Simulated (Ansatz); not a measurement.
# BN: energy against volume in PBE, exact exchange and the RPA

One table from this session's results is given with a row withheld; the runs are named, their logs left out.

Code: Ansatz 0.2.0. PBE orbitals, norm-conserving pseudopotentials, plane waves. Computed at 0 K without zero-point motion; spin polarisation is off.

### The structure to begin with

The cell was relaxed beforehand with r2SCAN; volume changes: +0 %, -5 %, +5 %, -10 %, +10 %.

It is cubic, F-43m (No. 216); conventional cell a = 3.610 Å, 5.88 Å³ an atom. Near B stand 4 N at 1.56 Å; near N stand 4 B at 1.56 Å.

Structure file:

```xyz
2
Lattice="0.0000 1.8048 1.8048 1.8048 0.0000 1.8048 1.8048 1.8048 0.0000" Properties=species:S:1:pos:R:3 pbc="T T T"
B     0.0000    0.0000    0.0000
N     0.9024    0.9024    0.9024
```

Set-up of the first run:

File input.yaml:

```yaml
crystal:
  lattice:
    - [0.0, 1.8048245478, 1.8048245478]
    - [1.8048245478, 0.0, 1.8048245478]
    - [1.8048245478, 1.8048245478, 0.0]
  atoms:
    - { symbol: B, position: [0.0, 0.0, 0.0] }
    - { symbol: "N", position: [0.25, 0.25, 0.25] }
kpoints:
  mp_grid: { grid: [8, 8, 8] }
hamiltonian:
  xc: pbe
  pseudopotentials: { kind: nc }
scf:
  occupations: { method: fixed }
output:
  rpa_energy:
    ecut_chi_ladder: [317, 355, 394, 437, 480]
    long_wavelength: optical_limit
basis:
  ecutwfc: 1240.0
```

Among the steps run: The unscaled cell; Volume -5 %; Volume +5 %; Volume -10 %; Volume +10 %.

One table of the session follows, with a row left open; its other results are not shown here.

It belongs to the step «The three curves». Energies in meV/atom from the unscaled cell:

```
volume (Å³/atom)    PBE  exact exchange  EXX+RPA  RPA correlation
           5.291  102.0            64.9     93.7             28.7
           5.585   28.3             8.4     24.2             15.9
           5.879    0.0             0.0      0.0              0.0
           6.173      ?               ?        ?                ?
           6.467   43.6            90.5     52.1            -38.4
```

**Question.** Estimate the row for volume (Å³/atom) = 6.173.

Worked estimate for «PBE». A straight line through the neighbours (5.879, 0.0) and (6.467, 43.6) gives 0.0 + (43.6 − 0.0) × (6.173 − 5.879) / (6.467 − 5.879) = 21.8; a parabola fitted to 3 rows on both sides gives 5.1.

**Answer.** PBE: 7.6; exact exchange: 30.0; EXX+RPA: 12.0; RPA correlation: -18.0. In «PBE» the line misses by +14.2 and the parabola by -2.5.
